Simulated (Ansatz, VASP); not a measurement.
Given: the input of a run of VASP 6.6.1 on Sb.

Contents of INCAR:

```
SYSTEM = Sb
PREC = Accurate ; ENCUT = 520
EDIFF = 1E-7 ; ISMEAR = -1
SIGMA = 0.05 ; LREAL = .False.
LASPH = .True. ; NELM = 100
ALGO = Normal ; ISIF = 2
LWAVE = .False. ; LCHARG = .False.
GGA = PS ; NBANDS = 12
```

File KPOINTS:

```
regular mesh
0
Gamma
  9 9 5
  0 0 0
```

Contents of POSCAR:

```
Sb
1.0
    3.3545324186      0.0000000000      0.0000000000
   -1.6772662093      2.9051102923      0.0000000000
    0.0000000000      0.0000000000      5.4701606500
Sb
2
Direct
    0.6781860000      0.3344730000      0.7515460000
    0.3209610000      0.6625660000      0.2556060000
```

Potentials or basis: VASP PAW PBE potentials, release 64 (Sb).

Launch:

```sh
$ cat potpaw_PBE.64/Sb/POTCAR > POTCAR
$ mpirun -np 1 vasp_std > vasp.out
```

Task: Set up the same calculation for Ansatz 0.2.0. Potentials there: Ansatz PAW.

Result: As run (the cutoff follows the program's own potentials):

File input.yaml:

```yaml
crystal:
  lattice:
    - [3.3545324186, 0.0, 0.0]
    - [-1.6772662093, 2.9051102923, 0.0]
    - [0.0, 0.0, 5.47016065]
  atoms:
    - { symbol: Sb, position: [0.678186, 0.334473, 0.751546] }
    - { symbol: Sb, position: [0.320961, 0.662566, 0.255606] }
hamiltonian:
  xc: pbesol
  pseudopotentials: { kind: paw }
kpoints:
  mp_grid: { grid: [9, 9, 5] }
scf:
  occupations: { method: fermi_dirac, width: 0.05 }
output:
  forces: true
  stress: true
  eigenvalues: true
```

Potentials or basis: Ansatz PAW.

Launch:

```console
$ ansatz run input.yaml --threads 1 --pin off --max-ram 3584MiB --backend cpu --events-out ev --progress --plain --runs-dir out
```

Both were run:

|  | VASP | Ansatz | Ansatz less VASP |
| --- | --- | --- | --- |
| gap on the k mesh at the Fermi level (eV) | none | none | - |
| pressure (GPa) | -1.6 | -1.6 | +0.03 |
| largest component of the traceless stress (GPa) | 0.23 | 0.24 | +0.007 |
| rms of the force components (eV/Å) | 0.024 | 0.024 | +0.0003 |

Atom by atom the forces differ by 0.000 eV/Å (rms over components). A gap of «none» marks a metal or a gap that the smearing closes. The functional is the same, so the differences come from potentials, cutoffs and numerics. The two sets of potentials don't hold the same shells in valence.

Caveats: the PAW data sets were made with another functional, which shifts forces and pressure a little (VASP); the PAW data sets come from PBE, with cores solved anew for the run's functional, which leaves a small shift of forces and pressure (Ansatz). Spin-orbit coupling is left out, which matters for the levels of Sb.
